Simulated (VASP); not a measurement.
VASP ran on this input.

File POSCAR:
```
BaF2
1
    0.0000000000     3.1620000000     3.1620000000
    3.1620000000     0.0000000000     3.1620000000
    3.1620000000     3.1620000000     0.0000000000
Ba F
1 2
Direct
  0.0000000000   0.0000000000   0.0000000000
  0.2500000000   0.2500000000   0.2500000000
  0.7500000000   0.7500000000   0.7500000000
```

**INCAR**
```
SYSTEM = BaF2
PREC = Accurate
ENCUT = 520
EDIFF = 1E-6
NELM = 100
ALGO = Normal
LREAL = .FALSE.
LASPH = .TRUE.
ISMEAR = 0
SIGMA = 0.05
GGA = PE
LMAXMIX = 4
LWAVE = .FALSE.
LCHARG = .FALSE.
ISIF = 2
ISPIN = 2
MAGMOM = 1.0 1.0 1.0 1.0 1.0
```

### KPOINTS
```
Automatic mesh
0
Gamma
5 5 5
0 0 0
```

POTCAR, in this order: Ba_sv F (PBE.64 set). Program: vasp_std.

Problem. One choice in this input is risky. Which, and does it do harm here?

Solution. The risk: MAGMOM holds more values than there are atoms. Here it does no harm: the run (PBE GGA, plane waves, VASP's PBE PAW potentials (set 64)) converges to the same energy and pressure as with the safe setting.
**OSZICAR**
```
       N       E                     dE             d eps       ncg     rms          rms(c)
DAV:   1     0.154115285347E+03    0.15412E+03   -0.12570E+04   720   0.120E+03
DAV:   2    -0.105308061592E+02   -0.16465E+03   -0.15963E+03   880   0.269E+02
DAV:   3    -0.178829424004E+02   -0.73521E+01   -0.73291E+01   868   0.613E+01
DAV:   4    -0.180023338143E+02   -0.11939E+00   -0.11931E+00   908   0.725E+00
DAV:   5    -0.180065230118E+02   -0.41892E-02   -0.41886E-02   902   0.101E+00    0.133E+01
DAV:   6    -0.170340483629E+02    0.97247E+00   -0.88131E+00   754   0.217E+01    0.493E+00
DAV:   7    -0.170960173927E+02   -0.61969E-01   -0.42001E-01   754   0.462E+00    0.230E+00
DAV:   8    -0.171002835199E+02   -0.42661E-02   -0.49093E-02   750   0.208E+00    0.133E+00
DAV:   9    -0.171195418515E+02   -0.19258E-01   -0.15170E-02   828   0.115E+00    0.376E-01
DAV:  10    -0.171236196852E+02   -0.40778E-02   -0.25054E-03   838   0.348E-01    0.130E-01
DAV:  11    -0.171265367168E+02   -0.29170E-02   -0.20833E-03   742   0.289E-01    0.412E-02
DAV:  12    -0.171266707685E+02   -0.13405E-03   -0.19209E-04   922   0.934E-02    0.173E-02
DAV:  13    -0.171266845097E+02   -0.13741E-04   -0.20438E-05   772   0.386E-02    0.877E-03
DAV:  14    -0.171266963754E+02   -0.11866E-04   -0.16727E-05   734   0.301E-02    0.430E-03
DAV:  15    -0.171266932526E+02    0.31228E-05   -0.60088E-06   676   0.165E-02    0.921E-04
DAV:  16    -0.171266934165E+02   -0.16382E-06   -0.44916E-07   618   0.464E-03
   1 F= -.17126693E+02 E0= -.17126693E+02  d E =-.191222E-18  mag=     0.0000
```

The compound is BaF2 in the fluorite structure. The cell was not relaxed at this level.
